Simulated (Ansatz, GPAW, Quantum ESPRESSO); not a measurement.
MoS2: 3 runs at one level of theory

```
Mo S
1.0
     3.22746    0.00000    0.00000
    -1.61373    2.79507    0.00000
     0.00000    0.00000    6.31247
Mo S
1 2
Direct
  0.00000 0.00000 0.50000
  0.66667 0.33333 0.74468
  0.33333 0.66667 0.25532
```

Measurements of this composition are mostly on another form, of space group No. 194.

Alike in all runs: task band structure; functional PBEsol; k mesh 9 × 9 × 4; occupations fermi-dirac, width 0.05 eV; no spin polarisation; no spin-orbit coupling. Pressure is positive in compression and, in plane waves, holds the error of the finite cutoff.

| program and potentials | plane-wave cutoff (eV) | notes | pressure (GPa) |
| --- | --- | --- | --- |
| Quantum ESPRESSO, PseudoDojo 0.4.1 SR PBEsol standard | 1088 | - | -3.39 |
| GPAW, PAW data sets generated for this functional | 600 | - | -3.53 |
| Ansatz, all-electron LAPW, scalar-relativistic | - | - | -3.43 |

Force on atom 2 (S), eV/Å:

| program and potentials | x | y | z |
| --- | --- | --- | --- |
| Quantum ESPRESSO, PseudoDojo 0.4.1 SR PBEsol standard | 0.000 | 0.000 | 0.028 |
| Ansatz, all-electron LAPW, scalar-relativistic | 0.000 | 0.000 | 0.020 |

The pressure spans -3.53 (GPAW, PAW data sets generated for this functional) to -3.39 GPa (Quantum ESPRESSO, PseudoDojo 0.4.1 SR PBEsol standard), with all-electron results at -3.43.

The functional is the same throughout but for its coding, so the spread measures potentials, basis and numerics; runs on potential files found faulty are left out.
